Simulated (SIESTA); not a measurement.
Runs of SIESTA 5.4.2 on Au. The cell holds a slab with vacuum, 5 atoms: a = 2.900 Å, b = 2.900 Å, c = 24.760 Å, α = 90.00°, β = 90.00°, γ = 120.00°. The slab is cut from a database's or a generator's crystal, which needn't be the stable form of the element.

```tsv
level	U	gap on the mesh (eV)	largest force (eV/Å)	work function (eV)
PBE	-	none	0.15	5.13
PBE+U	Au d U = 4 eV	none	0.15	(b)
PBE+U	Au d U = 2 eV	none	0.14	5.07
PBE+U	Au d U = 8 eV	none	0.17	(a)
PBE+U	Au d U = 6 eV	none	0.15	4.97
```

Alike in all rows: task band structure; potentials or basis PseudoDojo 0.4 standard (PBE files), DZP (energy shift 0.003 Ry; two zetas on semicore shells); no spin polarisation; cell as given; k mesh 11 × 11 × 1; smearing fermi-dirac 0.05 eV; grid cutoff 800 Ry; energy shift 0.003 Ry.

Task: Fill in the values left out.

Result: (a) 4.92; (b) 5.02.

Caveats: spin-orbit coupling is left out, which moves the levels of the heavy elements; the basis of atomic orbitals isn't converged, which shifts pressures, moduli and gaps; U without spin polarisation on a metal has little footing (some runs); the U is typed as a test and isn't derived for this compound (some runs).

A k mesh can miss the band edges, and the runs leave out spin-orbit coupling on Au.

A gap of «none» marks a metal or a gap under the smearing width.
